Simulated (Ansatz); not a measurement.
## 4-layer 1T-MgI2 (AA) in a perpendicular field

What dipole does a perpendicular field induce in the 4-layer 1T-MgI2 (AA), and does the gap follow? A positive field points along +c.

Main program and level: Ansatz 0.2.0; plane-wave DFT, PBE-D3(BJ), Ansatz PAW (set soft_1); PAW set soft_1.

### Step 1. Starting point

The cell holds 12 atoms: 8 I and 4 Mg. Its edges and angles: a = 4.200 Å, b = 4.200 Å, c = 71.568 Å, α = 90.0°, β = 90.0°, γ = 120.0°. Regions: layer 1: 1T-MgI2, 3 atoms (2 I and 1 Mg); layer 2: 1T-MgI2, 3 atoms (2 I and 1 Mg); layer 3: 1T-MgI2, 3 atoms (2 I and 1 Mg); layer 4: 1T-MgI2, 3 atoms (2 I and 1 Mg). Vacuum lies along c.

### Step 2. Relaxing the slab

The starting cell is a guess, so the in-plane lattice and the atoms are relaxed first, with the slab cut off from its images along the normal.

input.yaml

```yaml
crystal:
  lattice:
    - [4.2, 0.0, 0.0]
    - [-2.1, 3.6373066959, 0.0]
    - [0.0, 0.0, 71.5684143424]
  atoms:
    - { symbol: I, position: [0.6666666667, 0.3333333333, 0.3583983275] }
    - { symbol: Mg, position: [0.0, 0.0, 0.3765075982] }
    - { symbol: I, position: [0.3333333333, 0.6666666667, 0.394616869] }
    - { symbol: I, position: [0.6666666667, 0.3333333333, 0.4407265953] }
    - { symbol: Mg, position: [0.0, 0.0, 0.4588358661] }
    - { symbol: I, position: [0.3333333333, 0.6666666667, 0.4769451368] }
    - { symbol: I, position: [0.6666666667, 0.3333333333, 0.5230548632] }
    - { symbol: Mg, position: [0.0, 0.0, 0.5411641339] }
    - { symbol: I, position: [0.3333333333, 0.6666666667, 0.5592734047] }
    - { symbol: I, position: [0.6666666667, 0.3333333333, 0.605383131] }
    - { symbol: Mg, position: [0.0, 0.0, 0.6234924018] }
    - { symbol: I, position: [0.3333333333, 0.6666666667, 0.6416016725] }
  periodic: [true, true, false]
kpoints:
  mp_grid: { grid: [12, 12, 1] }
hamiltonian:
  xc: pbe
  dispersion: d3bj
  pseudopotentials: { kind: paw, azcp: { folder: soft_1 } }
scf:
  occupations: { method: fermi_dirac, width: 0.05 }
  convergence: { dr2_threshold: 1.0e-09 }
relax:
  f_tol: 0.004
  max_steps: 90
  cell: {}
output:
  write_potential: true
  write_density: true
  volumetric_format: npy
```

Command:

```bash
$ ansatz run input.yaml --threads 4 --pin off --max-ram 12288MiB --backend cpu --events-out ev --progress --plain --runs-dir out
```

Numbers of over 12 decimals in the logs are rounded to 6 here.

Output:

```text
Warning: relax.cell: scf.convergence.dr2_threshold = 1e-9 eV is looser than the 1.30979070902e-10 eV advised for a relaxation that steers and ends on the stress (1e-10 eV for each atom of the cell: 12, times the square of relax.cell.stress_2d_tol = 0.05 N/m over 30.3 Å (the atoms' height at the walk's start and 5 Å past either face), 1.652e-2 GPa, over a crystal's default 0.05). What an SCF threshold leaves in a stress goes as its square root, and in the free energy as the threshold itself, and one threshold admits the most on a small cell: [figures from the program's tests cut] Set scf.convergence.dr2_threshold to 1.30979070902e-10 eV or tighter. [rest of the remark cut]
Engine: ansatz 0.2.0, x86_64-unknown-linux-gnu
Pseudopotentials: kind: paw
Pseudopotential: I, paw, valence charge 17, recommended cutoff 420 eV (normal), soft_1/I.paw.azcp
Pseudopotential: Mg, paw, valence charge 10, recommended cutoff 420 eV (normal), soft_1/Mg.paw.azcp
Functional definition: PBE
  parameter kappa = 0.804
  parameter beta = 0.066725
  exchange = pbe_x(kappa = kappa, mu = beta*pi^2/3)
  correlation = pbe_c(beta = beta)
Crystal: 12 atoms, lattice volume = 1093.328 Å³
Basis set: ecut = 420 eV, 21017 PW (Γ), exchange–correlation on 60×60×960 points (8 copies of the dense FFT grid, shifted against one another)
Bands: 106, of which v1, the nominal top of the filled ones, is band 88 counted from 1 (87 counted from 0)
Symmetry: 12 space group operations
Space group: P-3m1 (ITA 164), of the structure as read, at distance tolerance 1.0e-4 Å
k-points: 19 of 144
Non-local potential: I, projectors of the file, l = 0: 2, l = 1: 2, l = 2: 2, l = 3: 1
Non-local potential: Mg, projectors of the file, l = 0: 3, l = 1: 2, l = 2: 1
PAW form: soft (Blöchl's): semilocal exchange-correlation on the pseudo side does not see the compensation charge
PAW one-centre angular grid: I, 590 points (default); XC on 64 Gauss nodes
PAW one-centre angular grid: Mg, 110 points (default); XC on 64 Gauss nodes
Initial density: superposition of atomic densities (neutral atoms: chi_scale 0, normalization atom)
Initial wavefunctions: pseudopotential atomic-orbital guess
Functional: x = pbe(κ = 0.804, μ = 0.219515), c = pbe(β = 0.066725)
iter 1 solved again at ethr=1.09e-3 eV; its pass at ethr=3.10e-3 eV (dr2=1.92e0 eV) is discarded
SCF iter   1: F=—  HF=-67812.775229 eV  |F-HF|=—  |Δ(HF+E_count)|=         —  Δρ=1.06e-2  dr2=1.91e0  ethr=1.09e-3  ⟨swp⟩=5.1  Hψ=16806  notcnv=0  defer=1
preconditioner: auto → Resta (q_TF=auto, 2.012 Å⁻¹)  ε∞=1.7  [insulator: Δε(μ)=3.071 eV  Ē_g=10.704 eV  σ=0.050 eV  W_gap=1.00  n_scr=182 (ndim 8)  ℏωp=9.0 eV  f_vac=0.666  D(μ)=0.00/eV (n_scr^D=0)  ε∞_Penn≈1.7  vacuum switching on, ρ_ref=8.3e-3 e/Å³]
SCF iter   2: F=—  HF=-67812.418156 eV  |F-HF|=—  |Δ(HF+E_count)|=   3.57e-1  Δρ=5.12e-3  dr2=3.34e-1  ethr=1.08e-3  ⟨swp⟩=4.6  Hψ=3318  notcnv=0  defer=15
SCF iter   3: F=—  HF=-67812.391432 eV  |F-HF|=—  |Δ(HF+E_count)|=   2.67e-2  Δρ=1.09e-3  dr2=1.33e-2  ethr=1.90e-4  ⟨swp⟩=4.1  Hψ=3611  notcnv=0  defer=80
SCF iter   4: F=—  HF=-67812.394526 eV  |F-HF|=—  |Δ(HF+E_count)|=   3.09e-3  Δρ=2.83e-4  dr2=1.52e-3  ethr=7.57e-6  ⟨swp⟩=4.1  Hψ=4654  notcnv=0  defer=82
SCF iter   5: F=—  HF=-67812.394480 eV  |F-HF|=—  |Δ(HF+E_count)|=   4.67e-5  Δρ=9.97e-5  dr2=2.13e-4  ethr=8.63e-7  ⟨swp⟩=3.0  Hψ=3751  notcnv=0  defer=83
SCF iter   6: F=—  HF=-67812.394505 eV  |F-HF|=—  |Δ(HF+E_count)|=   2.57e-5  Δρ=3.62e-5  dr2=5.49e-5  ethr=1.21e-7  ⟨swp⟩=3.1  Hψ=3312  notcnv=0  defer=83
SCF iter   7: F=—  HF=-67812.394488 eV  |F-HF|=—  |Δ(HF+E_count)|=   1.69e-5  Δρ=1.40e-5  dr2=1.71e-6  ethr=3.12e-8  ⟨swp⟩=2.7  Hψ=2467  notcnv=0  defer=85
SCF iter   8: F=—  HF=-67812.394094 eV  |F-HF|=—  |Δ(HF+E_count)|=   3.94e-4  Δρ=4.94e-6  dr2=5.33e-7  ethr=9.72e-10  ⟨swp⟩=3.0  Hψ=4146  notcnv=0  defer=85
SCF iter   9: F=—  HF=-67812.394095 eV  |F-HF|=—  |Δ(HF+E_count)|=   5.98e-8  Δρ=2.39e-6  dr2=1.24e-7  ethr=3.03e-10  ⟨swp⟩=3.1  Hψ=3181  notcnv=0  defer=85
SCF iter  10: F=—  HF=-67812.394095 eV  |F-HF|=—  |Δ(HF+E_count)|=   1.74e-8  Δρ=7.91e-7  dr2=1.15e-8  ethr=7.02e-11  ⟨swp⟩=3.2  Hψ=3703  notcnv=0  defer=85
SCF iter  11: F=-67812.394095 eV  HF=-67812.394095 eV  |F-HF|=5.82e-11  |Δ(HF+E_count)|=   9.56e-9  Δρ=2.36e-7  dr2=7.83e-10  ethr=1.00e-12  ⟨swp⟩=9.9  Hψ=14270  notcnv=0
SCF 1 converged in 11 iterations: F = -67812.394095 eV  dr2 = 7.83e-10
  greatest PAW one-centre occupation: 1.000 electrons in one spin orbital (limit 2), on the Mg atom at site 7 (counted from 0), in its partial waves of l = 0
relax step   1: F+E_penalty+E_count = -67812.39409458 eV  Δ(F+E_penalty+E_count) = +0.000e0 eV  max|allowed force component| = 2.319e0 eV/Å  Δτ_max = 0.0000 Å  P = +16.468 N/m  Ω = 1093.328 Å³  fix = [c, alpha, beta]  reactions: c +0.000 N/m  (11 SCF iters, accepted)
Crystal: 12 atoms, lattice volume = 1112.539 Å³
Basis set: ecut = 420 eV, 21665 PW (Γ), exchange–correlation on 60×60×960 points (8 copies of the dense FFT grid, shifted against one another)
Initial density: handed on by an earlier stage of this run
Initial wavefunctions: those handed on with the density
iter 1 solved again at ethr=8.82e-5 eV; its pass at ethr=3.10e-3 eV (dr2=1.55e-1 eV) is discarded
SCF iter   1: F=—  HF=-67814.659207 eV  |F-HF|=—  |Δ(HF+E_count)|=         —  Δρ=3.27e-3  dr2=1.45e-1  ethr=8.82e-5  ⟨swp⟩=7.3  Hψ=13928  notcnv=0  defer=11
preconditioner: auto → Resta (q_TF=auto, 2.006 Å⁻¹)  ε∞=1.8  [insulator: Δε(μ)=2.897 eV  Ē_g=10.236 eV  σ=0.050 eV  W_gap=1.00  n_scr=182 (ndim 8)  ℏωp=8.9 eV  f_vac=0.662  D(μ)=0.00/eV (n_scr^D=0)  ε∞_Penn≈1.8  vacuum switching on, ρ_ref=7.6e-3 e/Å³]
SCF iter   2: F=—  HF=-67814.636481 eV  |F-HF|=—  |Δ(HF+E_count)|=   2.27e-2  Δρ=1.52e-3  dr2=1.73e-2  ethr=8.23e-5  ⟨swp⟩=5.5  Hψ=3922  notcnv=0  defer=72
SCF iter   3: F=—  HF=-67814.638080 eV  |F-HF|=—  |Δ(HF+E_count)|=   1.60e-3  Δρ=6.72e-4  dr2=3.88e-3  ethr=9.81e-6  ⟨swp⟩=2.4  Hψ=2773  notcnv=0  defer=99
SCF iter   4: F=—  HF=-67814.639449 eV  |F-HF|=—  |Δ(HF+E_count)|=   1.37e-3  Δρ=1.49e-4  dr2=1.75e-3  ethr=2.20e-6  ⟨swp⟩=3.0  Hψ=3005  notcnv=0  defer=99
SCF iter   5: F=—  HF=-67814.639171 eV  |F-HF|=—  |Δ(HF+E_count)|=   2.78e-4  Δρ=6.44e-5  dr2=4.54e-5  ethr=9.96e-7  ⟨swp⟩=2.7  Hψ=2533  notcnv=0  defer=100
SCF iter   6: F=—  HF=-67814.639172 eV  |F-HF|=—  |Δ(HF+E_count)|=   9.25e-7  Δρ=1.72e-5  dr2=1.12e-5  ethr=2.58e-8  ⟨swp⟩=3.5  Hψ=3137  notcnv=0  defer=100
SCF iter   7: F=—  HF=-67814.638775 eV  |F-HF|=—  |Δ(HF+E_count)|=   3.96e-4  Δρ=6.64e-6  dr2=7.94e-7  ethr=6.36e-9  ⟨swp⟩=2.9  Hψ=2768  notcnv=0  defer=134
[...]
relax step  11: F+E_penalty+E_count = -67815.46761100 eV  Δ(F+E_penalty+E_count) = -6.329e-3 eV  max|allowed force component| = 2.395e-2 eV/Å  Δτ_max = 0.0925 Å  P = +0.035 N/m  Ω = 1055.361 Å³  energy of the carried Pulay correction = +1.014e-3 eV  fix = [c, alpha, beta]  reactions: c +0.000 N/m  (9 SCF iters, accepted)
relax step  12: F+E_penalty+E_count = -67815.46794727 eV  Δ(F+E_penalty+E_count) = -3.363e-4 eV  max|allowed force component| = 4.228e-3 eV/Å  Δτ_max = 0.0114 Å  P = +0.023 N/m  Ω = 1054.985 Å³  energy of the carried Pulay correction = +1.024e-3 eV  fix = [c, alpha, beta]  reactions: c +0.000 N/m  (8 SCF iters, accepted)
relax step  13: F+E_penalty+E_count = -67815.46791480 eV  Δ(F+E_penalty+E_count) = +3.247e-5 eV  max|allowed force component| = 5.332e-3 eV/Å  Δτ_max = 0.0047 Å  P = -0.087 N/m  Ω = 1055.965 Å³  energy of the carried Pulay correction = +9.977e-4 eV  fix = [c, alpha, beta]  (8 SCF iters, rejected (line search))
relax step  14: F+E_penalty+E_count = -67815.46796878 eV  Δ(F+E_penalty+E_count) = -2.151e-5 eV  max|allowed force component| = 1.257e-3 eV/Å  Δτ_max = 0.0024 Å  P = +0.006 N/m  Ω = 1055.143 Å³  energy of the carried Pulay correction = +1.020e-3 eV  fix = [c, alpha, beta]  reactions: c +0.000 N/m  (6 SCF iters, accepted)
Initial wavefunctions: pseudopotential atomic-orbital guess (no wavefunctions were taken with the density)
iter 1 solved again at ethr=1.77e-6 eV; its pass at ethr=3.10e-3 eV (dr2=3.12e-3 eV) is discarded
SCF iter   1: F=—  HF=-67815.466777 eV  |F-HF|=—  |Δ(HF+E_count)|=         —  Δρ=1.66e-5  dr2=7.62e-7  ethr=1.77e-6  ⟨swp⟩=8.0  Hψ=19539  notcnv=0  defer=8
eigensolver tolerance schedule: the retry pair's looser diagonalisation over-reported the residual by 4088.89 of it (diagonalisation noise at an unbounded share of the residual, at the tolerance the schedule requests for it); recorded, not acted on — ethr = c·dr2/N_el stays at c = 1.0e-1
SCF iter   2: F=—  HF=-67815.466969 eV  |F-HF|=—  |Δ(HF+E_count)|=   1.92e-4  Δρ=6.76e-6  dr2=1.12e-7  ethr=4.33e-10  ⟨swp⟩=5.2  Hψ=6530  notcnv=0  defer=7
SCF iter   3: F=—  HF=-67815.466969 eV  |F-HF|=—  |Δ(HF+E_count)|=   2.62e-7  Δρ=2.89e-6  dr2=2.08e-8  ethr=6.34e-11  ⟨swp⟩=3.0  Hψ=4261  notcnv=0  defer=7
SCF iter   4: F=—  HF=-67815.466969 eV  |F-HF|=—  |Δ(HF+E_count)|=   6.47e-8  Δρ=7.66e-7  dr2=2.08e-9  ethr=1.18e-11  ⟨swp⟩=3.4  Hψ=3459  notcnv=0  defer=7
SCF iter   5: F=—  HF=-67815.466969 eV  |F-HF|=—  |Δ(HF+E_count)|=   3.54e-9  Δρ=1.82e-7  dr2=1.22e-9  ethr=1.00e-12  ⟨swp⟩=32.6  Hψ=17129  notcnv=0
SCF iter   6: F=-67815.466969 eV  HF=-67815.466969 eV  |F-HF|=5.82e-10  |Δ(HF+E_count)|=   1.16e-9  Δρ=4.56e-8  dr2=3.29e-11  ethr=1.00e-12  ⟨swp⟩=8.9  Hψ=10027  notcnv=0
SCF 15 converged in 6 iterations: F = -67815.466969 eV  dr2 = 3.29e-11
relax step  15: F+E_penalty+E_count = -67815.46696909 eV  Δ(F+E_penalty+E_count) = +9.997e-4 eV  max|allowed force component| = 1.284e-3 eV/Å  Δτ_max = 0.0000 Å  P = +0.007 N/m  Ω = 1055.143 Å³  fix = [c, alpha, beta]  reactions: c +0.000 N/m  stress off target by 7.23e-3 N/m on what of the cell is left free  SCF on the basis re-selected at this cell (its energy is not comparable with the rows above)  (6 SCF iters)
basis re-selected at this cell: Δ(F+E_penalty+E_count) = +9.997e-4 eV, ΔP = +0.001 N/m vs the last step (what re-selecting the basis moved, of the pressure what is left beyond the Pulay correction that the steps carried, after the strain that the cell walked since its last selection, with what the two solves' SCF thresholds leave and, on support functions, any second-order correction that the steps lacked; it is no m [...]
WARN: The output density's exchange-correlation potential varies sharply where the density is thin. Do not read a vacuum level from v_tot or v_xc, or from such a field of the output density. On a cell that repeats whose density bears no net charge and no dipole along the vacuum's axis use v_es (v_loc + v_h of the components); under efield.dipole_correction with no amplitude use v_es + v_field, which holds any externa [...]
SCF converged after 6 iterations
Free energy (F): -67815.466969 eV
Harris-Foulkes:  -67815.466969 eV  (|F-HF|=5.82e-10)
Internal energy: -67815.466969 eV  (E = F + TS)
E sigma→0 (E₀):  -67815.466969 eV
Fermi energy:    -4.508751 eV
--- Per-component energies (eV) ---
  E_band       = -6466.827018
  E_kinetic    = 1558.339151
  E_local      = -1715031.079127  (includes V_loc(G=0)·N_el)
  E_nonlocal   = 1707.651688
  E_hartree    = 854572.280701
  E_xc         = -971.136987
  E_vxc        = -1027.645326  (∫ρ·V_xc dr)
  E_paw        = -39482.097179  (= ΣΔE_a)
  E_vpaw       = -2818.629558  (= ΣTr[D̂ρ^β])
  E_aug_tail   = -0.020554  (compensation charges beyond the density's cutoff)
  E_ewald      = 829834.127070
  E_disp       = -3.531732  (pairwise vdW)
  E_smearing   = -0.000000  (= −TS)
  E_closure    = 0.000000  (closes the sum)
  Σ components = -67815.466969   (vs F -67815.466969, Δ=0.00e0)
--- Forces (eV/Å), atoms counted from 1 ---
  atom   1  I     -0.00000000    -0.00000000    -0.00085164
  atom   2  Mg    -0.00000000     0.00000000     0.00076598
  atom   3  I      0.00000000     0.00000000    -0.00104689
  atom   4  I     -0.00000000    -0.00000000     0.00071541
  atom   5  Mg     0.00000000    -0.00000000    -0.00010719
  atom   6  I      0.00000000     0.00000000     0.00128441
  atom   7  I     -0.00000000    -0.00000000    -0.00128441
  atom   8  Mg    -0.00000000     0.00000000     0.00010719
  atom   9  I      0.00000000     0.00000000    -0.00071541
  atom  10  I     -0.00000000    -0.00000000     0.00104689
  atom  11  Mg     0.00000000    -0.00000000    -0.00076598
  atom  12  I      0.00000000     0.00000000     0.00085164
  max |Σ_I F_I| component: 9.31e-18 eV/Å
--- 2D stress c σ (N/m, compression-positive) ---
        0.007228      -0.000000       0.000000
        0.000000       0.007228      -0.000000
        0.000000      -0.000000       0.000000
  P = ½ c Tr σ = 0.0072 N/m
--- Band table (eV; the first three rows and the last of 19) ---
  k-point 0: bands = [... 84 lower, -6.3353, -6.3353, -6.3200, -6.3200, -2.4481, -2.2355, -1.9211 (-1.9211°), -1.6370 (-1.6370°), ... 14 higher]
  k-point 1: bands = [... 84 lower, -6.3891, -6.3824, -6.3494, -6.3288, -2.1403, -1.9713, -1.7122 (-1.7122°), -1.4789 (-1.4789°), ... 14 higher]
  k-point 2: bands = [... 84 lower, -6.4718, -6.4494, -6.4192, -6.3883, -1.6625 (-1.6625°), -1.6105 (-1.6105°), -1.5237 (-1.5237°), -1.4324 (-1.4324°), ... 14 higher]
  k-point 18: bands = [... 84 lower, -7.0623, -7.0623, -6.8968, -6.8968, -2.3329, -2.1113, -1.8128, -1.5446, ... 14 higher]
  ° read free of the cell's end (the report's vacuum.weakly_bound_levels)
--- Relaxed structure (14 steps of the walk, 13 accepted, 1 SCFs on fresh bases) ---
  F+E_penalty+E_count = -67815.46696909 eV   max|allowed force component| = 1.284e-3 eV/Å   (the final SCF, on the basis selected at the relaxed cell)
  cell:  # Å, volume = 1055.1429 Å³
    - [4.126004, 0.0, 0]
    - [-2.063002, 3.573224, 0]
    - [0, 0, 71.5684143424]
  atoms:
    - { symbol: I, position: [0.666667, 0.333333, 0.333217] }
    - { symbol: Mg, position: [0, 0, 0.356723] }
    - { symbol: I, position: [0.333333, 0.666667, 0.380178] }
    - { symbol: I, position: [0.666667, 0.333333, 0.428823] }
    - { symbol: Mg, position: [0, 0, 0.452253] }
    - { symbol: I, position: [0.333333, 0.666667, 0.475681] }
    - { symbol: I, position: [0.666667, 0.333333, 0.524319] }
    - { symbol: Mg, position: [0, 0, 0.547747] }
    - { symbol: I, position: [0.333333, 0.666667, 0.571177] }
    - { symbol: I, position: [0.666667, 0.333333, 0.619822] }
    - { symbol: Mg, position: [0, 0, 0.643277] }
    - { symbol: I, position: [0.333333, 0.666667, 0.666783] }
```

It took 4.9 min on 4 threads of AMD EPYC 9R14 (Zen 4), shared host; peak memory 3.2 GiB.

Step by step:

```tsv
step	energy less that of the first step (eV)	largest force component (eV/Å)	volume (Å³)
1	0.0000	2.3192	1093.33
2	-2.2447	0.8306	1112.54
3	-2.5296	0.3697	1113.29
4	-2.6875	0.2627	1103.20
5	-2.8070	0.1223	1091.95
6	-2.9049	0.0833	1081.76
7	-2.9771	0.0686	1071.69
8	-3.0269	0.1132	1061.36
9	-3.0535	0.0764	1065.51
10	-3.0672	0.0934	1050.63
11	-3.0735	0.0239	1055.36
12	-3.0739	0.0042	1054.99
13	-3.0738	0.0053	1055.97
14	-3.0739	0.0013	1055.14
15*	-3.0729	0.0013	1055.14
```

Relaxation steps marked * repeat the geometry before them on a plane-wave basis chosen anew for their cell, so energy and pressure can jump there. Relaxation step 13 was tried and not accepted.

Forces are held to the 12 operations that the run works with; a distortion that breaks them can't arise in this run.

```tsv
cell as run	before	after	change
a (Å)	4.200	4.126	-1.8 %
b (Å)	4.200	4.126	-1.8 %
```

The atoms that moved most (Å, along periodic axes as changes of fractional coordinates times the final cell, across vacuum about the mean position):

```tsv
atom	dx	dy	dz	length
I1	0.000	0.000	-1.802	1.802
I12	0.000	0.000	1.802	1.802
Mg2	0.000	0.000	-1.416	1.416
Mg11	0.000	0.000	1.416	1.416
I10	0.000	0.000	1.033	1.033
I3	0.000	0.000	-1.033	1.033
I9	0.000	0.000	0.852	0.852
I4	0.000	0.000	-0.852	0.852
```

Numbers from this step:

| Quantity | Value |
| --- | --- |
| gap on the k-mesh | 3.584 eV |

The lattice constant a goes from 4.200 to 4.126 Å.

(Continued in part 2 of 3.)

[Logs are printed without paths, hosts, clocks, repeated set-up lines and the standing remarks that a program may print on its own settings, such as how far it seeks lower states.]

[Hosts, paths, dates, database ids (printed as entryN), source tags and the programs' standing remarks are cut or masked in the printed files.]

[Maps of the electrostatic potential energy from Ansatz leave out the sawtooth potential of an applied field or a dipole correction, so their vacuum need not be flat; planar profiles and work functions include it.]
